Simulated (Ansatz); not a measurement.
Six crystals in the diamond structure, computed with PBE in Ansatz (plane waves, PAW datasets (generated soft set 1); cutoff 420 eV), no spin polarisation, no spin–orbit coupling, Fermi–Dirac smearing of 0.061 eV, k-spacing 0.06 Å⁻¹.

(1) Rank them by bulk modulus, stiffest first.
A. Tm
B. Ru
C. Cr
D. Re
E. Pb
F. Cu

Answers

(1) D (178 GPa), B (163 GPa), C (102 GPa), F (55 GPa), E (25 GPa), A (2.9 GPa).

Model structures, not the usual forms at ambient conditions (metastable or hypothetical): Pb, Cr, Re, Tm, Cu, Ru. Spin polarisation is left out, and a magnetic state may lie lower for Cr. Spin–orbit coupling is left out, which matters for 6p elements such as Tl, Pb and Bi. The open f shell of Tm is treated without spin here, so this is a model state and not the ground state.
